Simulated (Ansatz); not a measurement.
NiO2:

```
Ni O
1.0
     2.91215    0.00000    0.00000
    -1.45608    2.52200    0.00000
     0.00000    0.00000   10.55527
Ni O
2 4
Cartesian
  0.0000 0.0000 5.2776
  0.0000 0.0000 0.0000
  0.0000 1.6813 6.2179
  0.0000 1.6813 9.6150
  1.4561 0.8407 4.3374
  1.4561 0.8407 0.9403
```

The cell comes from a database or a generator and needn't be the stable form of this composition.

Program: Ansatz 0.2.0. Alike in all runs: potentials or basis Ansatz PAW; spin collinear, ferromagnetic start; cell as given; k mesh 10 × 10 × 3; cutoff (eV) 420; smearing fermi-dirac 0.05 eV.

Question: Order these runs on this cell by their pressure, lowest first.
A. level LDA; points for each segment of the path 14
B. level PBEsol+U; U Ni d U = 6 eV; hubbard projectors ortho-atomic (the default); double counting fll (the default)
C. level PBEsol+U; U Ni d U = 8 eV; hubbard projectors ortho-atomic (the default); double counting fll (the default)
D. level PBEsol+U; U Ni d U = 1 eV; hubbard projectors ortho-atomic (the default); double counting fll (the default)

Answer: A (-20.1 GPa), D (-15.1 GPa), B (-11.4 GPa), C (-3.3 GPa).

Caveats: the PAW data sets come from PBE, with cores solved anew for the run's functional, which leaves a small shift of forces and pressure; the magnetic or orbital state may not be the lowest (some runs); the density of states is complete only up to the lowest level of the last band computed (some runs).

Not every run made on this cell is shown here.
